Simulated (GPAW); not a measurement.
# TaN (P6/mmm) in GPAW: reference runs

Aim: a first look at TaN with PBEsol, on the cell as given.

All numbers are computed with GPAW 26.7.0; they aren't measurements. Logs are shortened: lines on timing, memory, paths and dates and some standing lists are left out, and cuts for length are marked. The log counts tension as positive stress, the text compression.

## 1. The structure

It takes space group P6/mmm (No. 191, hexagonal). Conventional cell: a = 5.191 Å, b = 5.191 Å, c = 2.908 Å, α = 90.00°, β = 90.00°, γ = 120.00°. Ta (site symmetry -6m2) is surrounded by 6 N at 2.09 Å. Ta (site symmetry 6/mmm) is surrounded by 6 N at 2.60 Å and 2 Ta at 2.91 Å. N (site symmetry mmm) has 4 Ta at 2.09 Å as nearest neighbours.

## 2. Single point, PBEsol

run.py reads:

```python
from ase import Atoms
from ase.dft.bandgap import bandgap
from ase.io import write
from ase.units import Bohr, GPa
from gpaw import GPAW, PW, setup_paths
from gpaw.elf import elf_from_dft_calculation

setup_paths.insert(0, '.')

atoms = Atoms(['Ta', 'Ta', 'Ta', 'N', 'N', 'N'],
              cell=[[5.191, 0.0, 0.0],
                    [-2.5955, 4.495537871, 0.0],
                    [0.0, 0.0, 2.908]],
              scaled_positions=[[0.6666666667, 0.3333333333, 0.5],
                                [0.3333333333, 0.6666666667, 0.5],
                                [0.0, 0.0, 0.0],
                                [0.0, 0.5, 0.0],
                                [0.5, 0.5, 0.0],
                                [0.5, 0.0, 0.0]],
              pbc=True)

calc = GPAW(mode=PW(800),
            xc='PBEsol',
            kpts={'size': (6, 6, 9), 'gamma': True},
            occupations={'name': 'fermi-dirac', 'width': 0.05},
            nbands=49,
            convergence={'density': 1e-05, 'energy': 1e-05},
            maxiter=150,
            txt='gpaw.txt')
atoms.calc = calc
energy = atoms.get_potential_energy()
forces = atoms.get_forces()
stress = atoms.get_stress()
calc.write('gs.gpw')
write('result.traj', atoms)
print(f'Energy: {energy:.6f} eV')
print('Forces (eV/A):')
print(forces.round(4))
print('Stress (GPa):', (stress / GPa).round(3))
print('Fermi level:', round(calc.get_fermi_level(), 4), 'eV')
print(f'Gap: {bandgap(calc)[0]:.4f} eV, direct: {bandgap(calc, direct=True)[0]:.4f} eV')

# fields on the real-space grid
write('density.cube', atoms, data=calc.get_pseudo_density() * Bohr**3)
write('potential.cube', atoms, data=calc.get_electrostatic_potential())
write('elf.cube', atoms, data=elf_from_dft_calculation(calc).data)
```

Potentials or basis: PAW data sets generated in the run's folder for this functional, pw.

The run is started by

```sh
gpaw-setup -f PBEsol N Ta
OMP_NUM_THREADS=1 python run.py
```

gpaw.txt:

```text
__  _  _
 | _ |_)|_||  |
 |__||  | ||/\| - 26.7.0

Input parameters:
  mode=PW(ecut=800.0),
  convergence={'density': 1e-05, 'energy': 1e-05},
  kpts=MonkhorstPack(size=(6, 6, 9), gamma=True),
  maxiter=150,
  nbands=49,
  occupations=Occupations(name='fermi-dirac', width=0.05),
  xc=XC(name='PBEsol')

Diagonalizing LCAO Hamiltonian
Converting LCAO to pw mode

            Ta
                 Ta
        N     N
          Ta    N

Atoms  # Å, Bohr magnetons
|   | symbol |         x |        y |        z |    initial magnetic moments |
|---|--------|-----------|----------|----------|-----------------------------|
| 0 |     Ta |  2.595500 | 1.498513 | 1.454000 | ( 0.0000,  0.0000,  0.0000) |
| 1 |     Ta | -0.000000 | 2.997025 | 1.454000 | ( 0.0000,  0.0000,  0.0000) |
| 2 |     Ta |  0.000000 | 0.000000 | 0.000000 | ( 0.0000,  0.0000,  0.0000) |
| 3 |      N | -1.297750 | 2.247769 | 0.000000 | ( 0.0000,  0.0000,  0.0000) |
| 4 |      N |  1.297750 | 2.247769 | 0.000000 | ( 0.0000,  0.0000,  0.0000) |
| 5 |      N |  2.595500 | 0.000000 | 0.000000 | ( 0.0000,  0.0000,  0.0000) |

Unit cell  # Å
| periodic |         x |        y |        z |  lengths |     angles |
|----------|-----------|----------|----------|----------|------------|
|      yes |  5.191000 | 0.000000 | 0.000000 | 5.191000 |  90.000000 |
|      yes | -2.595500 | 4.495538 | 0.000000 | 5.191000 |  90.000000 |
|      yes |  0.000000 | 0.000000 | 2.908000 | 2.908000 | 120.000000 |

Number of symmetries: 24
Symmetry operations  # r_c * U_cc + t_c -> r_c
|    | kind |            matrix            |
|----|------|------------------------------|
|  0 |  σ   |  1, 1, 0,  0,-1, 0,  0, 0, 1 |
|  1 |  C2  |  1, 1, 0,  0,-1, 0,  0, 0,-1 |
|  2 |  C6  |  1, 1, 0, -1, 0, 0,  0, 0, 1 |
|  3 |  S6  |  1, 1, 0, -1, 0, 0,  0, 0,-1 |
|  4 |  E   |  1, 0, 0,  0, 1, 0,  0, 0, 1 |
|  5 |  σ   |  1, 0, 0,  0, 1, 0,  0, 0,-1 |
|  6 |  σ   |  1, 0, 0, -1,-1, 0,  0, 0, 1 |
|  7 |  C2  |  1, 0, 0, -1,-1, 0,  0, 0,-1 |
|  8 |  σ   |  0, 1, 0,  1, 0, 0,  0, 0, 1 |
|  9 |  C2  |  0, 1, 0,  1, 0, 0,  0, 0,-1 |
| 10 |  C3  |  0, 1, 0, -1,-1, 0,  0, 0, 1 |
| 11 |  S3  |  0, 1, 0, -1,-1, 0,  0, 0,-1 |
| 12 |  C6  |  0,-1, 0,  1, 1, 0,  0, 0, 1 |
| 13 |  S6  |  0,-1, 0,  1, 1, 0,  0, 0,-1 |
| 14 |  σ   |  0,-1, 0, -1, 0, 0,  0, 0, 1 |
| 15 |  C2  |  0,-1, 0, -1, 0, 0,  0, 0,-1 |
| 16 |  σ   | -1, 0, 0,  1, 1, 0,  0, 0, 1 |
| 17 |  C2  | -1, 0, 0,  1, 1, 0,  0, 0,-1 |
| 18 |  C2  | -1, 0, 0,  0,-1, 0,  0, 0, 1 |
| 19 |  i   | -1, 0, 0,  0,-1, 0,  0, 0,-1 |
| 20 |  C3  | -1,-1, 0,  1, 0, 0,  0, 0, 1 |
| 21 |  S3  | -1,-1, 0,  1, 0, 0,  0, 0,-1 |
| 22 |  σ   | -1,-1, 0,  0, 1, 0,  0, 0, 1 |
| 23 |  C2  | -1,-1, 0,  0, 1, 0,  0, 0,-1 |

BZ-sampling:
  Number of BZ points: 324
  Number of IBZ points: 35

  Monkhorst-Pack size: [6, 6, 9]
  Monkhorst-Pack shift: [0.08333333333333333, 0.08333333333333333, 0.0]

K-points  # in reciprocal-cell coordinates
|     |                                coordinates |     weight |
|-----|--------------------------------------------|------------|
|   0 | (  0.00000000,   0.00000000,   0.00000000) | 0.00308642 |
|   1 | (  0.00000000,   0.00000000,   0.11111111) | 0.00617284 |
|   2 | (  0.00000000,   0.00000000,   0.22222222) | 0.00617284 |
|   3 | (  0.00000000,   0.00000000,   0.33333333) | 0.00617284 |
|   4 | (  0.00000000,   0.00000000,   0.44444444) | 0.00617284 |
|   5 | (  0.16666667,   0.00000000,   0.00000000) | 0.01851852 |
|   6 | (  0.16666667,   0.00000000,   0.11111111) | 0.03703704 |
|   7 | (  0.16666667,   0.00000000,   0.22222222) | 0.03703704 |
|   8 | (  0.16666667,   0.00000000,   0.33333333) | 0.03703704 |
|   9 | (  0.16666667,   0.00000000,   0.44444444) | 0.03703704 |
| ... |                                            |            |
|  34 | (  0.50000000,   0.50000000,   0.44444444) | 0.01851852 |

Plane wave coefficients: 3512
Cutoff: 800.0 eV

Spin-components: 1 (collinear spins)
Bands:           49
Projectors:      33
Spin-degeneracy: 2
Datatype:        complex128

Parallelization:
  kpt:    1
  domain: 1
  band:   1

Density:
  Valence electrons: 54.0
  Components: 1
  Grid points: [35 35 20]
  Charge: 0.0  # |e|

Potential:
  Grid points: [35 35 20]

species:
  Ta:
    name:    Tantalum
    Z:       73.0
    valence: 13
    core:    60
    charge:  0.0  # [|e|]
    compensation charges:
      type: gauss
      rc: 0.42  # [Å]
      lmax: 2
    cutoffs:
      filter: 2.36  # [Å]
      core: 3.45  # [Å]
    projectors
    | kind |    occ | energy [eV] | rcut [Å] |
    |------|--------|-------------|----------|
    |   5s |  2.000 |     -72.818 |    1.365 |
    |   6s |  2.000 |      -5.457 |    1.365 |
    |   5p |  6.000 |     -39.444 |    1.349 |
    |   6p |  0.000 |      -1.369 |    1.349 |
    |   5d |  3.000 |      -3.632 |    1.307 |
    |    d |        |      23.579 |    1.307 |

    Using partial waves for Ta as LCAO basis

  N:
    name:    Nitrogen
    Z:       7.0
    valence: 5
    core:    2
    charge:  0.0  # [|e|]
    compensation charges:
      type: gauss
      rc: 0.18  # [Å]
      lmax: 2
    cutoffs:
      filter: 1.11  # [Å]
      core: 0.96  # [Å]
    projectors
    | kind |    occ | energy [eV] | rcut [Å] |
    |------|--------|-------------|----------|
    |   2s |  2.000 |     -18.455 |    0.603 |
    |   2p |  3.000 |      -7.035 |    0.529 |
    |    s |        |       8.756 |    0.603 |
    |    p |        |      20.177 |    0.529 |
    |    d |        |       0.000 |    0.577 |

    Using partial waves for N as LCAO basis

Reference energy: -1276566.331196  # eV

eigensolver:
  PPCG
  Converge bands: occupied
  niter=2

density mixing:
  MSR1-Mixer
  Pratt-step length: 0.05
  Maximum mixing coefficient: 0.75
  Old densities: 10
  SVD Regularization: 0.005
  Good broyden scale: 1.0
  Trust region scale: 1.0
  Backstep threshold: 4.0
  History deletion threshold: 6.0
  Fourier metric: weight=20.0, sigma=0.015

occupation numbers:
  Fermi-Dirac:
    width: 0.0500  # eV

poisson solver:
  ecut: 6400.0  # eV

xc functional:
  name: PBEsol with 2 nearest neighbor stencil

convergence criteria:
- Maximum integral of absolute [dens]ity change: 1e-05 electrons / valence electron
- Maximum [total energy] change in last 3 cyles: 1e-05 eV / valence electron
- Maximum integral of absolute [eigenst]ate change: 4e-08 eV^2 / valence electron
maximum number of iterations: 150

SCF iterations
|iter     | |      energy | eigst |  dens |
|---------|-|-------------|-------|-------|
|iter:   1| |  -69.253331 | +0.17 |       |
|iter:   2| |  -67.412839 | -1.74 | -0.90 |
|iter:   3| |  -63.132435 | -0.83 | -0.96 |
|iter:   4| |  -63.119875 | -2.48 | -1.62 |
|iter:   5| |  -63.117619 | -3.02 | -1.84 |
|iter:   6| |  -63.102062 | -3.30 | -1.99 |
|iter:   7| |  -63.102175 | -4.47 | -2.76 |
|iter:   8| |  -63.102163c| -5.81 | -3.35 |
|iter:   9| |  -63.102164c| -7.18 | -4.03 |
|iter:  10| |  -63.102164c| -7.74c| -4.79 |
|iter:  11| |  -63.102164c| -8.44c| -5.44c|

Converged in 11 steps
Energy contributions relative to reference atoms: (reference = -1276566.331196)

Energy contributions:
  Kinetic:          48.572996
  Coulomb:         -51.494138
  Zero:             -0.206784
  External:          0.000000
  Xc:              -59.971416
  Entropy:          -0.005642
  Spinorbit:         0.000000
  ----------------------------
  Free energy:     -63.104985
  Extrapolated:    -63.102164

dipole moment: (-15.756288, -27.290691, -32.083151)  # |e|*Ang

Fermi level: 13.526
Eigenvalues  # (at kpt = [0.000, 0.000, 0.000])
| band index |      eig [eV] | occ [0-2] |
|------------|---------------|-----------|
|          0 |       -55.362 |     2.000 |
|        ... |               |           |
|         20 |         8.132 |     2.000 |
|         21 |        10.535 |     2.000 |
|         22 |        10.681 |     2.000 |
|         23 |        10.681 |     2.000 |
|         24 |        11.188 |     2.000 |
|         25 |        11.634 |     2.000 |
[... 8 lines left out ...]
|         34 |        16.943 |     0.000 |
|         35 |        16.943 |     0.000 |
|        ... |               |           |
|         48 |        33.834 |     0.000 |

No gap
No difference between direct/indirect transitions

Forces  # eV/Ang
|        x |        y |       z |
|----------|----------|---------|
| -0.00000 |  0.00000 | 0.00000 |  # Ta   0
|  0.00000 | -0.00000 | 0.00000 |  # Ta   1
|  0.00000 | -0.00000 | 0.00000 |  # Ta   2
|  0.00000 |  0.00000 | 0.00000 |  # N    3
| -0.00000 |  0.00000 | 0.00000 |  # N    4
| -0.00000 |  0.00000 | 0.00000 |  # N    5

Stress tensor  # eV/Ang^3
|         x |         y |         z |
|-----------|-----------|-----------|
| -0.000511 | -0.000000 |  0.000000 |
| -0.000000 | -0.000511 |  0.000000 |
|  0.000000 |  0.000000 | -0.010992 |

# Writing to gs.gpw (mode='')
```

Run time: 87 s. Hardware: 1 thread of AMD EPYC 7R43 (Zen 3), shared host; peak memory 0.31 GiB.

What came out:

```
Free energy            : -63.1050 eV
Pressure               : 0.6 GPa
Band gap on the k mesh : none (metal or under the smearing width)
```

Stress tensor (GPa, compression positive):
```
0.08 0.00 0.00
0.00 0.08 0.00
0.00 0.00 1.76
```

Levels at points of the mesh, in eV from the Fermi level:
| k point | band 23 | band 24 | band 25 | band 26 | band 27 | band 28 | band 29 | band 30 | band 31 | band 32 |
| --- | --- | --- | --- | --- | --- | --- | --- | --- | --- | --- |
| (0.00, 0.00, 0.00) | -2.84 | -2.84 | -2.34 | -1.89 | -1.11 | -1.11 | 0.96 | 0.96 | 1.39 | 2.32 |
| (0.50, 0.50, 0.00) | -4.44 | -3.22 | -2.74 | -1.54 | -0.53 | 1.48 | 1.97 | 2.01 | 2.44 | 2.58 |
